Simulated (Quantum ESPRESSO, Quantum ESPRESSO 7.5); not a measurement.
## puckered SnSe, 1 layer: a series in strain along the first axis

What law, if any, do the results for puckered SnSe, 1 layer follow against strain along the first axis?

Main program and level: Quantum ESPRESSO 7.5; plane-wave DFT, PBE, GBRV ultrasoft pseudopotentials.

Report form: the programs' logs are mostly left out.

### Step 1. The starting structure

The cell holds 4 atoms: 2 Sn and 2 Se. Its edges and angles: a = 4.400 Å, b = 4.290 Å, c = 17.794 Å, α = 90.0°, β = 90.0°, γ = 90.0°. It derives from SnSe. Vacuum lies along c.

Set-up: Cell and atoms are first relaxed; each strained cell is then held, the other axis too, and the atoms relax in it. A periodic run with 15 Å of vacuum in the starting cell gives the vacuum levels, and bands follow along a path.

Members -2, -1, 0, 1 and 2 took the same steps and show in the table alone.

### Step 2. Relaxing cell and ions of the reference

What the set-up leaves free in this member is relaxed.

Contents of ref.relax.in:

```
&control
  prefix = 'ref.relax'
  outdir = './out'
  pseudo_dir = './pseudo'
  nstep = 80
  forc_conv_thr = 0.0004
  calculation = 'vc-relax'
  etot_conv_thr = 1e-06
/
&system
  ibrav = 0
  nat = 4
  ntyp = 2
  ecutwfc = 50
  ecutrho = 250
  occupations = 'smearing'
  smearing = 'fd'
  degauss = 0.004
/
&electrons
  conv_thr = 1e-09
  mixing_beta = 0.4
  electron_maxstep = 120
  mixing_mode = 'plain'
/
&ions
/
&cell
  cell_dofree = '2Dxy'
  press_conv_thr = 0.3
/
ATOMIC_SPECIES
  Sn  118.7100  sn_pbe_v1.4.uspp.F.UPF
  Se  78.9710  se_pbe_v1.uspp.F.UPF
CELL_PARAMETERS angstrom
  4.40000000000000 0.00000000000000 0.00000000000000
  0.00000000000000 4.29000000000000 0.00000000000000
  0.00000000000000 0.00000000000000 17.79360000000000
ATOMIC_POSITIONS crystal
  Sn  0.060000000000 0.000000000000 0.421499865120
  Se  0.440000000000 0.500000000000 0.427119863322
  Se  0.940000000000 0.000000000000 0.572880136678
  Sn  0.560000000000 0.500000000000 0.578500134880
K_POINTS automatic
  8 8 1 0 0 0
```

The run is started by

```bash
$ OMP_NUM_THREADS=1 mpirun -n 4 pw.x -nk 4 -in ref.relax.in > ref.relax.out
```

It took 46 min on 4 MPI ranks of Intel Xeon Platinum 8259CL at 2.50GHz (Skylake/Cascade Lake), shared host; peak memory 1.1 GiB; 3.1 h of CPU time.

Relaxation path (22 of 25):

| step | energy less that of the first step (eV) | largest force (eV/Å) | volume (Å³) |
| --- | --- | --- | --- |
| 1 | 0.0000 | 0.7774 | 335.87 |
| 2 | -0.0487 | 0.6253 | 336.92 |
| 3 | -0.0898 | 0.4750 | 337.91 |
| 4 | -0.1309 | 0.2830 | 339.14 |
| 6 | -0.1600 | 0.0780 | 340.17 |
| 7 | -0.1639 | 0.0657 | 339.32 |
| 8 | -0.1698 | 0.0488 | 337.12 |
| 9 | -0.1755 | 0.0861 | 333.55 |
| 10 | -0.1784 | 0.1022 | 330.63 |
| 11 | -0.1800 | 0.0933 | 329.21 |
| 12 | -0.1818 | 0.0600 | 328.31 |
| 14 | -0.1825 | 0.0247 | 328.78 |
| 15 | -0.1829 | 0.0408 | 328.78 |
| 16 | -0.1832 | 0.0534 | 328.49 |
| 17 | -0.1836 | 0.0596 | 328.01 |
| 18 | -0.1843 | 0.0544 | 327.36 |
| 19 | -0.1850 | 0.0359 | 326.96 |
| 20 | -0.1855 | 0.0163 | 327.01 |
| 22 | -0.1858 | 0.0079 | 327.72 |
| 23 | -0.1859 | 0.0067 | 327.82 |
| 24 | -0.1859 | 0.0051 | 327.74 |
| 25 | -0.1675 | 0.0052 | 327.74 |

| cell as run | before | after | change |
| --- | --- | --- | --- |
| a (Å) | 4.400 | 4.320 | -1.8 % |
| b (Å) | 4.290 | 4.264 | -0.6 % |

The atoms that moved most (Å, along periodic axes as changes of fractional coordinates times the final cell, across vacuum about the mean position):

| atom | dx | dy | dz | length |
| --- | --- | --- | --- | --- |
| Se3 | 0.187 | 0.000 | 0.056 | 0.195 |
| Se2 | 0.187 | 0.000 | -0.056 | 0.195 |
| Sn1 | -0.187 | 0.000 | 0.025 | 0.189 |
| Sn4 | -0.187 | 0.000 | -0.025 | 0.189 |

Final coordinates:

```cif
data_structure
_symmetry_space_group_name_H-M 'P 1'
_symmetry_Int_Tables_number 1
_cell_length_a 4.3201
_cell_length_b 4.2636
_cell_length_c 17.7936
_cell_angle_alpha 90.000
_cell_angle_beta 90.000
_cell_angle_gamma 90.000
_cell_volume 327.74
loop_
_atom_site_label
_atom_site_type_symbol
_atom_site_fract_x
_atom_site_fract_y
_atom_site_fract_z
_atom_site_occupancy
Sn1 Sn 0.01663 0.00000 0.42290 1
Se2 Se 0.48337 0.50000 0.42399 1
Se3 Se 0.98337 0.00000 0.57601 1
Sn4 Sn 0.51663 0.50000 0.57710 1
```

 The last row is no step: it is a fresh SCF in the final cell with a new plane-wave basis, +18 meV from the row before, a sign that the cell is biased by the basis (Pulay stress).

This step gave:

* free energy: -5521.3098 eV
* Fermi energy: 0.2122 eV

### Step 3. Relaxing the ions, -4 %

Contents of m0.relax.in:

```
&control
  prefix = 'm0.relax'
  outdir = './out'
  pseudo_dir = './pseudo'
  nstep = 40
  forc_conv_thr = 0.0003
  calculation = 'relax'
  tstress = .true.
/
&system
  ibrav = 0
  nat = 4
  ntyp = 2
  ecutwfc = 50
  ecutrho = 250
  occupations = 'smearing'
  smearing = 'fd'
  degauss = 0.002
/
&electrons
  conv_thr = 1e-09
  mixing_beta = 0.4
  electron_maxstep = 120
  mixing_mode = 'plain'
/
&ions
/
ATOMIC_SPECIES
  Sn  118.7100  sn_pbe_v1.4.uspp.F.UPF
  Se  78.9710  se_pbe_v1.uspp.F.UPF
CELL_PARAMETERS angstrom
  4.14726652896000 0.00000000000000 0.00000000000000
  0.00000000000000 4.26358158400000 0.00000000000000
  0.00000000000000 0.00000000000000 17.79360000000000
ATOMIC_POSITIONS crystal
  Sn  0.016632024400 0.000000000000 0.422896484500
  Se  0.483367975600 0.500000000000 0.423993034400
  Se  0.983367975600 0.000000000000 0.576006965600
  Sn  0.516632024400 0.500000000000 0.577103515500
K_POINTS automatic
  8 8 1 0 0 0
```

The run is started by

```bash
$ OMP_NUM_THREADS=1 mpirun -n 4 pw.x -nk 4 -in m0.relax.in > m0.relax.out
```

Run time: 19 min. Hardware: 4 MPI ranks; peak memory 1.1 GiB.

Relaxation path:

| step | energy less that of the first step (eV) | largest force (eV/Å) |
| --- | --- | --- |
| 1 | 0.0000 | 0.1450 |
| 2 | -0.0014 | 0.1291 |
| 3 | -0.0027 | 0.1130 |
| 4 | -0.0044 | 0.0922 |
| 5 | -0.0064 | 0.0689 |
| 6 | -0.0084 | 0.0646 |
| 7 | -0.0096 | 0.0743 |
| 8 | -0.0103 | 0.0772 |
| 9 | -0.0111 | 0.0729 |
| 10 | -0.0123 | 0.0530 |
| 11 | -0.0129 | 0.0168 |
| 12 | -0.0129 | 0.0077 |

The atoms that moved most (Å):

| atom | dx | dy | dz | length |
| --- | --- | --- | --- | --- |
| Sn4 | -0.071 | 0.000 | 0.021 | 0.074 |
| Sn1 | -0.071 | 0.000 | -0.021 | 0.074 |
| Se2 | 0.071 | 0.000 | 0.003 | 0.071 |
| Se3 | 0.071 | 0.000 | -0.003 | 0.071 |

The relaxed structure:

```cif
data_structure
_symmetry_space_group_name_H-M 'P 1'
_symmetry_Int_Tables_number 1
_cell_length_a 4.1473
_cell_length_b 4.2636
_cell_length_c 17.7936
_cell_angle_alpha 90.000
_cell_angle_beta 90.000
_cell_angle_gamma 90.000
_cell_volume 314.63
loop_
_atom_site_label
_atom_site_type_symbol
_atom_site_fract_x
_atom_site_fract_y
_atom_site_fract_z
_atom_site_occupancy
Sn1 Sn 0.99947 0.00000 0.42171 1
Se2 Se 0.50053 0.50000 0.42417 1
Se3 Se 0.00053 0.00000 0.57583 1
Sn4 Sn 0.49947 0.50000 0.57829 1
```

The relaxation lowers the energy by 3 meV an atom.

Numbers from this step:

```
free energy  : -5521.2448 eV
Fermi energy : 0.5175 eV
```

### Step 4. Self-consistent run, -4 %

The self-consistent run of this member.

Contents of m0.scf.in:

```
&control
  prefix = 'm0.scf'
  outdir = './out'
  pseudo_dir = './pseudo'
  calculation = 'scf'
  tprnfor = .true.
/
&system
  ibrav = 0
  nat = 4
  ntyp = 2
  ecutwfc = 40
  ecutrho = 200
  occupations = 'smearing'
  smearing = 'fd'
  degauss = 0.002
  nbnd = 24
/
&electrons
  conv_thr = 1e-09
  mixing_beta = 0.4
  electron_maxstep = 120
  mixing_mode = 'plain'
/
ATOMIC_SPECIES
  Sn  118.7100  sn_pbe_v1.4.uspp.F.UPF
  Se  78.9710  se_pbe_v1.uspp.F.UPF
CELL_PARAMETERS angstrom
  4.14726652896000 0.00000000000000 0.00000000000000
  0.00000000000000 4.26358158400000 0.00000000000000
  0.00000000000000 0.00000000000000 17.79360000000000
ATOMIC_POSITIONS crystal
  Sn  -0.000529659100 0.000000000000 0.421705931700
  Se  0.500529659100 0.500000000000 0.424171633700
  Se  1.000529659100 0.000000000000 0.575828366300
  Sn  0.499470340900 0.500000000000 0.578294068300
K_POINTS automatic
  8 8 1 0 0 0
```

The run is started by

```bash
$ OMP_NUM_THREADS=1 mpirun -n 4 pw.x -nk 4 -in m0.scf.in > m0.scf.out
```

Run time: 59 s. Hardware: 4 MPI ranks; peak memory 0.71 GiB; 3.9 min of CPU time.

Numbers from this step:

```
free energy                          : -5521.0722 eV
Fermi energy                         : 0.5172 eV
valence top, on the run's zero       : 0.1079 eV
conduction bottom, on the run's zero : 0.9265 eV
gap by band count                    : 0.8186 eV
```

### Step 5. Electrostatic potential, -4 %

plot_num = 11 writes the bare and Hartree potential, from which vacuum levels or, in a crystal, the mean potential are read.

Contents of m0.pot.in:

```
&inputpp
  prefix = 'm0.scf'
  outdir = './out'
  filplot = 'm0.pot.dat'
  plot_num = 11
/
```

The run is started by

```bash
$ OMP_NUM_THREADS=1 mpirun -n 4 pp.x -in m0.pot.in > m0.pot.out
```

Elapsed: 2 s, on 4 MPI ranks; peak memory 0.22 GiB; 7.3 s of CPU time.

Numbers from this step:

| Quantity | Value |
| --- | --- |
| slope of the potential above | 1.11e-4 eV/Å |
| upper vacuum line continued to the top atoms, over the valence top | 4.036 eV |
| slope of the potential below | -8.90e-5 eV/Å |
| lower vacuum line continued to the bottom atoms, over the valence top | 4.036 eV |
| vacuum level at the upper face over the valence top of the mesh | 4.036 eV |
| vacuum level at the lower face over the valence top of the mesh | 4.036 eV |

Electrostatic potential energy of an electron; zero at the highest filled level of the SCF mesh. Table of potential energy, planar mean by z:

| z (Å) | potential energy, planar mean (eV) |
| --- | --- |
| 0 | 4.04 |
| 1 | 4.04 |
| 2 | 4.04 |
| 3 | 4.04 |
| 4 | 4.03 |
| 5 | 3.99 |
| 6 | 3.24 |
| 7 | -8.45 |
| 8 | -10.3 |
| 9 | 1.61 |
| 10 | -15.0 |
| 11 | -3.59 |
| 12 | 3.60 |
| 13 | 4.01 |
| 14 | 4.03 |
| 15 | 4.04 |
| 16 | 4.04 |
| 17 | 4.04 |

### Step 6. Band structure, -4 %

Bands along a path place the edges.

m0.bands.in, as its differences from the input of step 4:

```diff
@@ -1,7 +1,6 @@
 &control
-  prefix = 'm0.scf'
+  prefix = 'm0.bands'
   outdir = './out'
   pseudo_dir = './pseudo'
-  calculation = 'scf'
-  tprnfor = .true.
+  calculation = 'bands'
 /
@@ -16,6 +15,6 @@
   degauss = 0.002
-  nbnd = 24
+  nbnd = 26
 /
 &electrons
-  conv_thr = 1e-09
+  conv_thr = 1e-07
   mixing_beta = 0.4
@@ -36,3 +35,8 @@
   Sn  0.499470340900 0.500000000000 0.578294068300
-K_POINTS automatic
-  8 8 1 0 0 0
+K_POINTS crystal_b
+5
+  0.0000000000 0.0000000000 0.0000000000 12
+  0.5000000000 0.0000000000 0.0000000000 12
+  0.5000000000 0.5000000000 0.0000000000 12
+  0.0000000000 0.5000000000 0.0000000000 12
+  0.0000000000 0.0000000000 0.0000000000 1
```

The run is started by

```bash
$ cp -r out/m0.scf.save out/m0.bands.save
$ cp out/m0.scf.xml out/m0.bands.xml
$ OMP_NUM_THREADS=1 mpirun -n 4 pw.x -nk 4 -in m0.bands.in > m0.bands.out
```

Elapsed: 1.8 min, on 4 MPI ranks; peak memory 0.46 GiB; 7.1 min of CPU time.

Read from the output:

```
valence top, on the run's zero       : 0.2624 eV
conduction bottom, on the run's zero : 0.7219 eV
gap by band count                    : 0.4595 eV
```

Band numbers count within the set of bands kept for display. Electronic bands along the path, in eV, zero at the highest filled level of the SCF mesh; v1 is the highest filled band, c1 the lowest empty one:

| point | v4 | v3 | v2 | v1 | c1 | c2 | c3 | c4 |
| --- | --- | --- | --- | --- | --- | --- | --- | --- |
| Γ | -3.29 | -2.40 | -2.14 | -0.86 | 1.13 | 3.40 | 3.41 | 4.37 |
| halfway | -2.62 | -2.02 | -1.04 | -0.98 | 1.32 | 2.05 | 2.56 | 3.33 |
| X | -1.97 | -1.97 | -0.45 | -0.45 | 1.06 | 1.06 | 1.60 | 1.60 |
| halfway | -2.77 | -2.77 | -1.94 | -1.94 | 2.35 | 2.35 | 3.31 | 3.31 |
| S | -3.91 | -3.91 | -2.11 | -2.11 | 3.09 | 3.09 | 4.24 | 4.24 |
| halfway | -2.74 | -2.74 | -1.89 | -1.89 | 2.35 | 2.35 | 3.57 | 3.57 |
| Y | -1.81 | -1.81 | -0.26 | -0.26 | 1.31 | 1.31 | 1.84 | 1.84 |
| halfway | -2.62 | -1.81 | -1.04 | -0.94 | 1.28 | 2.22 | 2.69 | 3.48 |
| Γ | -3.29 | -2.40 | -2.14 | -0.86 | 1.13 | 3.40 | 3.41 | 4.37 |

Along this path the valence top lies near Y and the conduction bottom near X.

### Step 7. Relaxation with pw.x, -3 %

Contents of m1.relax.in:

```
&control
  prefix = 'm1.relax'
  outdir = './out'
  pseudo_dir = './pseudo'
  nstep = 40
  forc_conv_thr = 0.0003
  calculation = 'relax'
  tstress = .true.
/
&system
  ibrav = 0
  nat = 4
  ntyp = 2
  ecutwfc = 50
  ecutrho = 250
  occupations = 'smearing'
  smearing = 'fd'
  degauss = 0.002
/
&electrons
  conv_thr = 1e-09
  mixing_beta = 0.4
  electron_maxstep = 120
  mixing_mode = 'plain'
/
&ions
/
ATOMIC_SPECIES
  Sn  118.7100  sn_pbe_v1.4.uspp.F.UPF
  Se  78.9710  se_pbe_v1.uspp.F.UPF
CELL_PARAMETERS angstrom
  4.19046722197000 0.00000000000000 0.00000000000000
  0.00000000000000 4.26358158400000 0.00000000000000
  0.00000000000000 0.00000000000000 17.79360000000000
ATOMIC_POSITIONS crystal
  Sn  0.016632024400 0.000000000000 0.422896484500
  Se  0.483367975600 0.500000000000 0.423993034400
  Se  0.983367975600 0.000000000000 0.576006965600
  Sn  0.516632024400 0.500000000000 0.577103515500
K_POINTS automatic
  8 8 1 0 0 0
```

The run is started by

```bash
$ OMP_NUM_THREADS=1 mpirun -n 4 pw.x -nk 4 -in m1.relax.in > m1.relax.out
```

Wall time 19 min (4 MPI ranks); peak memory 1.1 GiB.

Relaxation path:

| step | energy less that of the first step (eV) | largest force (eV/Å) |
| --- | --- | --- |
| 1 | 0.0000 | 0.1115 |
| 2 | -0.0008 | 0.0963 |
| 3 | -0.0016 | 0.0859 |
| 4 | -0.0026 | 0.0707 |
| 5 | -0.0038 | 0.0541 |
| 6 | -0.0050 | 0.0528 |
| 7 | -0.0059 | 0.0639 |
| 8 | -0.0064 | 0.0697 |
| 9 | -0.0070 | 0.0684 |
| 10 | -0.0079 | 0.0562 |
| 11 | -0.0087 | 0.0239 |
| 12 | -0.0088 | 0.0100 |
| 13 | -0.0088 | 0.0065 |

The atoms that moved most (Å):

| atom | dx | dy | dz | length |
| --- | --- | --- | --- | --- |
| Sn4 | -0.070 | 0.000 | 0.017 | 0.072 |
| Sn1 | -0.070 | 0.000 | -0.017 | 0.072 |
| Se3 | 0.070 | 0.000 | -0.005 | 0.070 |
| Se2 | 0.070 | 0.000 | 0.005 | 0.070 |

Final coordinates:

```xyz
4
Lattice="4.1905 0.0000 0.0000 0.0000 4.2636 0.0000 0.0000 0.0000 17.7936" Properties=species:S:1:pos:R:3
Sn    0.0000    0.0000    7.5077
Se    2.0953    2.1318    7.5495
Se    4.1905    0.0000   10.2441
Sn    2.0952    2.1318   10.2859
```

The relaxation lowers the energy by 2 meV an atom.

Numbers from this step:

```
free energy  : -5521.2703 eV
Fermi energy : 0.4398 eV
```

### Step 8. Ground state, -3 %

Contents of m1.scf.in:

```
&control
  prefix = 'm1.scf'
  outdir = './out'
  pseudo_dir = './pseudo'
  calculation = 'scf'
  tprnfor = .true.
/
&system
  ibrav = 0
  nat = 4
  ntyp = 2
  ecutwfc = 40
  ecutrho = 200
  occupations = 'smearing'
  smearing = 'fd'
  degauss = 0.002
  nbnd = 24
/
&electrons
  conv_thr = 1e-09
  mixing_beta = 0.4
  electron_maxstep = 120
  mixing_mode = 'plain'
/
ATOMIC_SPECIES
  Sn  118.7100  sn_pbe_v1.4.uspp.F.UPF
  Se  78.9710  se_pbe_v1.uspp.F.UPF
CELL_PARAMETERS angstrom
  4.19046722197000 0.00000000000000 0.00000000000000
  0.00000000000000 4.26358158400000 0.00000000000000
  0.00000000000000 0.00000000000000 17.79360000000000
ATOMIC_POSITIONS crystal
  Sn  -0.000006003700 0.000000000000 0.421934374200
  Se  0.500006003700 0.500000000000 0.424282994900
  Se  1.000006003700 0.000000000000 0.575717005100
  Sn  0.499993996300 0.500000000000 0.578065625800
K_POINTS automatic
  8 8 1 0 0 0
```

The run is started by

```bash
$ OMP_NUM_THREADS=1 mpirun -n 4 pw.x -nk 4 -in m1.scf.in > m1.scf.out
```

It took 66 s on 4 MPI ranks; peak memory 0.79 GiB.

Numbers from this step:

| Item | Value |
| --- | --- |
| free energy | -5521.0974 eV |
| Fermi energy | 0.4399 eV |
| valence top, on the run's zero | -0.009313 eV |
| conduction bottom, on the run's zero | 0.8876 eV |
| gap by band count | 0.8969 eV |

### Step 9. Relaxing the ions, 3 %

Contents of m7.relax.in:

```
&control
  prefix = 'm7.relax'
  outdir = './out'
  pseudo_dir = './pseudo'
  nstep = 40
  forc_conv_thr = 0.0003
  calculation = 'relax'
  tstress = .true.
/
&system
  ibrav = 0
  nat = 4
  ntyp = 2
  ecutwfc = 50
  ecutrho = 250
  occupations = 'smearing'
  smearing = 'fd'
  degauss = 0.002
/
&electrons
  conv_thr = 1e-09
  mixing_beta = 0.4
  electron_maxstep = 120
  mixing_mode = 'plain'
/
&ions
/
ATOMIC_SPECIES
  Sn  118.7100  sn_pbe_v1.4.uspp.F.UPF
  Se  78.9710  se_pbe_v1.uspp.F.UPF
CELL_PARAMETERS angstrom
  4.44967138003000 0.00000000000000 0.00000000000000
  0.00000000000000 4.26358158400000 0.00000000000000
  0.00000000000000 0.00000000000000 17.79360000000000
ATOMIC_POSITIONS crystal
  Sn  0.016632024400 0.000000000000 0.422896484500
  Se  0.483367975600 0.500000000000 0.423993034400
  Se  0.983367975600 0.000000000000 0.576006965600
  Sn  0.516632024400 0.500000000000 0.577103515500
K_POINTS automatic
  8 8 1 0 0 0
```

The run is started by

```bash
$ OMP_NUM_THREADS=1 mpirun -n 4 pw.x -nk 4 -in m7.relax.in > m7.relax.out
```

The job ended after 29 min (4 MPI ranks; peak memory 1.1 GiB; 1.9 h of CPU time).

The steps of the relaxation:

| step | energy less that of the first step (eV) | largest force (eV/Å) |
| --- | --- | --- |
| 1 | 0.0000 | 0.1021 |
| 2 | -0.0007 | 0.0920 |
| 3 | -0.0015 | 0.0841 |
| 4 | -0.0025 | 0.0744 |
| 5 | -0.0038 | 0.0674 |
| 6 | -0.0054 | 0.0719 |
| 7 | -0.0071 | 0.0960 |
| 8 | -0.0082 | 0.1240 |
| 9 | -0.0091 | 0.1183 |
| 10 | -0.0104 | 0.0927 |
| 11 | -0.0117 | 0.0359 |
| 12 | -0.0118 | 0.0176 |
| 13 | -0.0118 | 0.0200 |
| 14 | -0.0119 | 0.0211 |
| 15 | -0.0119 | 0.0213 |
| 16 | -0.0120 | 0.0201 |
| 17 | -0.0121 | 0.0166 |
| 18 | -0.0122 | 0.0093 |
| 19 | -0.0122 | 0.0042 |

The atoms that moved most (Å):

| atom | dx | dy | dz | length |
| --- | --- | --- | --- | --- |
| Se2 | -0.060 | 0.000 | 0.020 | 0.063 |
| Se3 | -0.060 | 0.000 | -0.020 | 0.063 |
| Sn1 | 0.060 | 0.000 | -0.010 | 0.061 |
| Sn4 | 0.060 | 0.000 | 0.010 | 0.061 |

The relaxed structure:

```xyz
4
Lattice="4.4497 0.0000 0.0000 0.0000 4.2636 0.0000 0.0000 0.0000 17.7936" Properties=species:S:1:pos:R:3
Sn    0.1341    0.0000    7.5153
Se    2.0907    2.1318    7.5646
Se    4.3156    0.0000   10.2290
Sn    2.3590    2.1318   10.2783
```

The relaxation lowers the energy by 3 meV an atom.

Read from the output:

- free energy: -5521.3176 eV
- Fermi energy: 0.0094 eV

(Continued in part 2 of 2.)

[Logs are printed without paths, hosts, clocks, repeated set-up lines and the standing remarks that a program may print on its own settings, such as how far it seeks lower states.]

[Hosts, paths, dates, database ids (printed as entryN), source tags and the programs' standing remarks are cut or masked in the printed files.]

[Maps of the electrostatic potential energy from Ansatz leave out the sawtooth potential of an applied field or a dipole correction, so their vacuum need not be flat; planar profiles and work functions include it.]
